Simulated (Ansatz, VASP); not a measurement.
# Two plane-wave programs on Re

Contents of INCAR:

```
SYSTEM = Re
PREC = Accurate ; ENCUT = 520
EDIFF = 1E-7 ; ISMEAR = -1
SIGMA = 0.05 ; LREAL = .False.
LASPH = .True. ; NELM = 80
ALGO = Normal ; ISIF = 2
LWAVE = .False. ; LCHARG = .False.
NBANDS = 22
```

KPOINTS

```
Automatic mesh
0
Gamma
  11 11 3
  0 0 0
```

POSCAR

```
Re
1.0
    2.7099146624      0.0000000000      0.0000000000
   -1.3549573311      2.3468549397      0.0000000000
    0.0000000000      0.0000000000      8.7563685467
Re
4
Direct
    0.6666666667      0.3333333333      0.7500000000
    0.0000000000      0.0000000000      0.5000000000
    0.3333333333      0.6666666667      0.2500000000
    0.0000000000      0.0000000000      0.0000000000
```

The input input.yaml:

```yaml
crystal:
  lattice:
    - [2.7099146624, 0.0, 0.0]
    - [-1.3549573311, 2.3468549397, 0.0]
    - [0.0, 0.0, 8.7563685467]
  atoms:
    - { symbol: Re, position: [0.6666666667, 0.3333333333, 0.75] }
    - { symbol: Re, position: [0.0, 0.0, 0.5] }
    - { symbol: Re, position: [0.3333333333, 0.6666666667, 0.25] }
    - { symbol: Re, position: [0.0, 0.0, 0.0] }
hamiltonian:
  xc: lda
  pseudopotentials: { kind: paw }
kpoints:
  mp_grid: { grid: [11, 11, 3] }
scf:
  occupations: { method: fermi_dirac, width: 0.05 }
output:
  forces: true
  stress: true
  eigenvalues: true
  write_density: true
  write_potential: true
  elf: true
  volumetric_format: npy
```

Alike in both runs: task single point; functional LDA; k mesh 11 × 11 × 3; occupations fermi-dirac, width 0.05 eV; no spin polarisation.

|  | VASP | Ansatz |
| --- | --- | --- |
| version | VASP 6.6.1 | Ansatz 0.2.0 |
| potentials or method | VASP PAW LDA potentials, release 64 (Re) | Ansatz PAW |
| plane-wave cutoff (eV) | 520 | 420 |
| valence electrons in the cell | 28 | 60 |

|  | VASP | Ansatz | Ansatz less VASP |
| --- | --- | --- | --- |
| gap on the k mesh at the Fermi level (eV) | none | none | - |
| pressure (GPa) | 14.2 | 12.2 | -2.00 |
| largest component of the traceless stress (GPa) | 0.43 | 0.34 | -0.083 |

A gap of «none» marks a metal or a gap that the smearing closes. The two sets of potentials don't hold the same shells in valence.

Caveats: the PAW data sets come from PBE, with cores solved anew for the run's functional, which leaves a small shift of forces and pressure (Ansatz). Spin-orbit coupling is left out, which matters for the levels of Re.
